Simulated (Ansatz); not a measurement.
An ordered 6-atom cell of AlGa2As3 on the zincblende lattice (Imm2), relaxed with r2SCAN. The symmetry is Imm2 (No. 44, orthorhombic); conventional cell a = 4.011 Å, b = 12.033 Å, c = 5.670 Å, 22.80 Å³ an atom. Al has 4 As at 2.45–2.46 Å; As has 2 Al at 2.45 Å and 2 Ga at 2.46 Å; Ga has 4 As at 2.45–2.46 Å; As has 3 Ga at 2.45–2.46 Å and 1 Al at 2.46 Å.

```yaml
crystal:
  lattice:
    - [-2.00555, 6.01626, 2.83480]
    - [2.00555, -6.01626, 2.83480]
    - [2.00555, 6.01626, -2.83480]
  atoms:
    - { symbol: Al, position: [0.99927, 0.99927, 0.00000] }
    - { symbol: As, position: [0.75014, 0.25014, 0.50000] }
    - { symbol: Ga, position: [0.66714, 0.00028, 0.66686] }
    - { symbol: As, position: [0.41660, 0.25001, 0.16659] }
    - { symbol: Ga, position: [0.33342, 0.00028, 0.33314] }
    - { symbol: As, position: [0.08343, 0.25001, 0.83341] }
```

4 runs of Ansatz on this cell differ in the functional (and in the settings that go with it). Levels are in eV from each run's valence top; v1 is the last filled band, c1 the first empty one.

Run A, mean stress +0.5 GPa (compression positive):

| point | v4 | v3 | v2 | v1 | c1 | c2 |
| --- | --- | --- | --- | --- | --- | --- |
| Γ | -1.96 | -0.02 | -0.01 | 0.00 | 1.83 | 3.11 |
| X | -2.11 | -2.01 | -0.60 | -0.43 | 2.07 | 2.47 |
| F₀ | -2.64 | -2.53 | -2.52 | -1.45 | 2.37 | 2.48 |

Run B, mean stress +2.5 GPa (compression positive):

| point | v4 | v3 | v2 | v1 | c1 | c2 |
| --- | --- | --- | --- | --- | --- | --- |
| Γ | -1.79 | -0.01 | 0.00 | 0.00 | 0.95 | 2.39 |
| X | -1.97 | -1.89 | -0.53 | -0.39 | 1.47 | 1.80 |
| F₀ | -2.43 | -2.32 | -2.31 | -1.34 | 1.73 | 1.85 |

Run C, mean stress 0.0 GPa (compression positive):

| point | v4 | v3 | v2 | v1 | c1 | c2 |
| --- | --- | --- | --- | --- | --- | --- |
| Γ | -1.86 | -0.01 | 0.00 | 0.00 | 1.47 | 2.72 |
| X | -2.02 | -1.93 | -0.55 | -0.40 | 1.79 | 2.10 |
| F₀ | -2.51 | -2.41 | -2.39 | -1.39 | 2.03 | 2.17 |

Run D, mean stress +0.3 GPa (compression positive):

| point | v4 | v3 | v2 | v1 | c1 | c2 |
| --- | --- | --- | --- | --- | --- | --- |
| Γ | -2.02 | -0.04 | 0.00 | 0.00 | 2.43 | 3.76 |
| X | -2.17 | -2.06 | -0.63 | -0.45 | 2.71 | 3.12 |
| F₀ | -2.69 | -2.58 | -2.58 | -1.49 | 3.00 | 3.11 |

Q: Match the runs to PBE, r2SCAN, HSE06, PBE0.

A: A is HSE06, B is PBE, C is r2SCAN, D is PBE0. In order of the gap: PBE 0.95, r2SCAN 1.47, HSE06 1.83, PBE0 2.43 eV. The stress vanishes for r2SCAN, which relaxed the cell.

Note: simulated data, non-magnetic, for a generated structure that need not be the stable one.

Spin-orbit coupling is left out.

The program warns that its thresholds are loose for a hybrid's stress.
